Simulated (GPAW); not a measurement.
An input for GPAW 26.7.0 (C):

run.py

```python
import json
import numpy as np
import spglib
from ase.calculators.mixing import SumCalculator
from ase.constraints import FixSymmetry
from ase.filters import FrechetCellFilter
from ase.io import read, write
from ase.optimize import BFGS
from ase.stress import full_3x3_to_voigt_6_stress, voigt_6_to_full_3x3_strain, voigt_6_to_full_3x3_stress
from ase.units import GPa
from dftd3.ase import DFTD3
from gpaw import GPAW, PW, setup_paths

setup_paths.insert(0, '.')

atoms = read('POSCAR')

calc = GPAW(mode=PW(30),
            xc='PBEsol',
            kpts={'size': (7, 7, 7), 'gamma': True},
            occupations={'name': 'fermi-dirac', 'width': 0.05},
            nbands=11,
            convergence={'density': 1e-06, 'eigenstates': 1e-09},
            maxiter=50,
            txt='gpaw.txt')
atoms.calc = SumCalculator([calc, DFTD3(method='pbesol', damping='d3bjm')])
atoms.set_constraint(FixSymmetry(atoms))
BFGS(FrechetCellFilter(atoms), trajectory='relax.traj', logfile='-').run(fmax=0.005, steps=40)
atoms.set_constraint()
energy = atoms.get_potential_energy()
forces = atoms.get_forces()
stress = atoms.get_stress()
calc.write('gs.gpw')
write('result.traj', atoms)
print('Cell:', atoms.cell.cellpar().round(4))
print(atoms.get_scaled_positions().round(5))

gpts = tuple(int(n) for n in calc.get_number_of_grid_points())
cell = atoms.cell[:].T
dataset = spglib.get_symmetry((atoms.cell[:], atoms.get_scaled_positions(), atoms.numbers), symprec=1e-4)
rotations = [cell @ w @ np.linalg.inv(cell) for w in dataset['rotations']]
strains, clamped, relaxed = [], [], []
for v in [0, 3]:
    for e in (-0.005, 0.005):
        voigt = np.zeros(6)
        voigt[v] = e
        F = voigt_6_to_full_3x3_strain(voigt)
        a = atoms.copy()
        a.set_cell(atoms.cell[:] @ F, scale_atoms=True)
        c = GPAW(mode=PW(30),
                 xc='PBEsol',
                 kpts={'size': (7, 7, 7), 'gamma': True},
                 occupations={'name': 'fermi-dirac', 'width': 0.05},
                 nbands=11,
                 convergence={'density': 1e-06, 'eigenstates': 1e-09},
                 maxiter=50,
                 gpts=gpts,
                 txt=f'strain-{v}{e:+.3f}.txt')
        a.calc = SumCalculator([c, DFTD3(method='pbesol', damping='d3bjm')])
        s0 = s1 = a.get_stress() - stress
        BFGS(a, logfile=None).run(fmax=0.003, steps=25)
        s1 = a.get_stress() - stress
        print(v, e, 'clamped', (s0 / GPa).round(3), 'relaxed', (s1 / GPa).round(3), flush=True)
        for R in rotations:  # images under the point group
            eps = R @ (F - np.eye(3)) @ R.T
            strains.append(full_3x3_to_voigt_6_stress(eps) * [1, 1, 1, 2, 2, 2])
            for s, rows in ((s0, clamped), (s1, relaxed)):
                rows.append(full_3x3_to_voigt_6_stress(R @ voigt_6_to_full_3x3_stress(s) @ R.T))

C0, C = (np.linalg.lstsq(np.array(strains), np.array(s), rcond=None)[0].T / GPa for s in (clamped, relaxed))
print('Clamped-ion Cij (GPa):')
print(C0.round(1))
print('Relaxed-ion Cij (GPa):')
print(C.round(1))
json.dump({'clamped': C0.tolist(), 'relaxed': C.tolist()}, open('elastic.json', 'w'))
```

File POSCAR:

```
C
1.0
    0.0000000000      1.7833700000      1.7833700000
    1.7833700000      0.0000000000      1.7833700000
    1.7833700000      1.7833700000      0.0000000000
C
2
Direct
    0.7500000000      0.7500000000      0.7500000000
    0.5000000000      0.5000000000      0.5000000000
```

Potentials or basis: PAW data sets generated in the run's folder for this functional, pw.

The run is started by

```sh
$ gpaw-setup -f PBEsol C
$ OMP_NUM_THREADS=1 python run.py
```

Question: Does this run start?

Answer: The run stopped without a result. It printed:

gpaw.txt:

```text
__  _  _
 | _ |_)|_||  |
 |__||  | ||/\| - 26.7.0

Input parameters:
  mode=PW(ecut=30.0),
  convergence={'density': 1e-06, 'eigenstates': 1e-09},
  kpts=MonkhorstPack(size=(7, 7, 7), gamma=True),
  maxiter=50,
  nbands=11,
[... 143 lines left out ...]
    width: 0.0500  # eV

poisson solver:
  ecut: 240.0  # eV

xc functional:
  name: PBEsol with 2 nearest neighbor stencil

convergence criteria:
- Maximum integral of absolute [dens]ity change: 1e-06 electrons / valence electron
- Maximum integral of absolute [eigenst]ate change: 1e-09 eV^2 / valence electron
- Maximum [total energy] change in last 3 cyles: 0.0005 eV / valence electron
maximum number of iterations: 50
```

On the terminal:

```text
Traceback (most recent call last):
  File "run.py", line 28, in <module>
[... 21 lines left out ...]
  File "linalg/_decomp_cholesky.py", line 53, in _cholesky
  File "linalg/_decomp_cholesky.py", line 23, in _check_format_errors_warnings
```
